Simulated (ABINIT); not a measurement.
Runs of ABINIT 10.8.3 (patched build) on Si. Symmetry: Fd-3m, No. 227, cubic system. Conventional cell: a = 5.444 Å, b = 5.444 Å, c = 5.444 Å, α = 90.00°, β = 90.00°, γ = 90.00°. Around Si (site symmetry -43m) lie 4 Si at 2.36 Å. 

```csv
level,gap on the mesh (eV),pressure (GPa)
PW91,0.65,1.1
SCAN,0.87,-1.0
RPBE,(c),2.7
revPBE,0.68,(b)
BLYP,0.85,(a)
AM05,0.57,-0.5
LDA,0.52,-1.9
r2SCAN,0.82,-0.2
```

Alike in all rows: task band structure; potentials or basis JTH PAW PBE v2.0; no spin polarisation; cell as given; k mesh 8 × 8 × 8; cutoff (eV) 490; smearing fermi-dirac 0.05 eV.

Problem. Fill in the values left out.

Solution. (a) 4.4; (b) 2.3; (c) 0.69.

Caveats: the PAW data sets were made with another functional, which shifts forces and pressure a little.

A k mesh can miss the band edges.

Runs at the PBE level aren't shown here.
